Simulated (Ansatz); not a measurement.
Runs of Ansatz 0.2.0 on Al2O3 (Corundum). Symmetry: R-3c, No. 167, trigonal system. Conventional cell: a = 4.760 Å, b = 4.760 Å, c = 12.996 Å, α = 90.00°, β = 90.00°, γ = 120.00°. Al (site symmetry 3) has 6 O at 1.85 to 1.97 Å as nearest neighbours. O (site symmetry 2) is surrounded by 4 Al at 1.85 to 1.97 Å. 

```csv
task,level,cell,smearing,points for each segment of the path,gap on the mesh (eV),pressure (GPa),relaxed volume (Å³/atom),largest force (eV/Å)
relaxation of cell and atoms,PBE+D4,relaxed,fermi-dirac 0.05 eV,-,6.09,0.0,8.59,-
relaxation of cell and atoms,PBEsol+D3(BJ),relaxed,fermi-dirac 0.05 eV,-,6.21,0.0,(b),-
single point,PBE,as given,gaussian 0.012 eV,-,6.22,7.3,-,0.03
relaxation of cell and atoms,BLYP+D3(BJ),relaxed,fermi-dirac 0.05 eV,-,6.39,0.0,8.55,-
band structure,revPBE,as given,fermi-dirac 0.05 eV,10,(a),11.3,-,0.04
relaxation of cell and atoms,revPBE+D3(BJ),relaxed,fermi-dirac 0.05 eV,-,6.18,0.0,(c),-
relaxation of cell and atoms,RPBE,relaxed,fermi-dirac 0.05 eV,-,5.69,0.0,8.95,-
single point,PBE,as given,gaussian 0.013 eV,-,6.22,7.3,-,0.03
```

Alike in all rows: potentials or basis Ansatz PAW; no spin polarisation; k mesh 7 × 7 × 7; cutoff (eV) 420.

Problem. Fill in the values left out.

Solution. (a) 6.29; (b) 8.43; (c) 8.58.

Caveats: odd divisions of the mesh miss points on the zone boundary, where band edges often lie, so the gap on the mesh can be too wide (some runs); the plane-wave basis is chosen anew once the cell has moved, so the energies of steps on either side of that aren't comparable (some runs); the PAW data sets come from PBE, with cores solved anew for the run's functional, which leaves a small shift of forces and pressure (some runs).

A k mesh can miss the band edges.
